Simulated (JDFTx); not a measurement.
In in JDFTx: convergence with cutoff

In:

```
In
1.0
    -1.60950    1.61723    2.46202
     1.62664   -1.61910    2.47452
     1.62785    1.63745   -2.46326
In
1
Direct
  0.99712 0.99683 0.99738
```

The cell isn't the ideal one: cell strained at random at fixed volume.

```yaml
Program: JDFTx 1.7.0 (patched build)
Task: convergence study
Functional: PBEsol
Potentials_or_basis: PseudoDojo-SR-PBEsol-0.4-stringent
Cutoff: 435 eV
Density_cutoff: 1742 eV
k_mesh: 7 × 7 × 7
Occupations: fermi-dirac, width 0.05 eV
Spin: no spin polarisation
```

These are the settings of the first run; the series varies cutoff, with any setting tied to it.

Hardware: 1 thread of AMD EPYC 7R43 64-Core Processor (Zen 3), on a shared host.

Task: The values tried are 435.382 eV, 544.228 eV, 680.285 eV, 789.13 eV, 897.976 eV, 1006.82 eV, 1115.67 eV, 1278.93 eV, 1496.63 eV, loosest first. From which on does the energy stay within 1 meV/atom of the tightest run that finished?

Result: From 1115.67 eV on.

```tsv
cutoff	energy less the tightest run, at zero smearing (meV/atom)	pressure (GPa)	SCF cycles	CPU time (s)	peak memory (GiB)
435.382 eV	47683.73	-820.04	11	53	0.08
544.228 eV	15815.16	-380.47	11	80	0.09
680.285 eV	3205.90	-116.06	9	66	0.13
789.13 eV	703.34	-35.85	8	62	0.14
897.976 eV	112.37	-9.04	9	130	0.18
1006.82 eV	10.90	-2.40	9	130	0.2
1115.67 eV	0.81	-1.35	9	190	0.23
1278.93 eV	0.40	-1.31	9	180	0.28
1496.63 eV	0.00	-1.30	9	280	0.37
```

Against the tightest run, the pressure stays within 0.1 GPa from 1115.67 eV on. The tightest run that finished is the yardstick and may itself not be fully converged.

Caveat, for the tightest run too: the k mesh is coarse (spacing up to 0.39 Å⁻¹), so the values aren't converged.
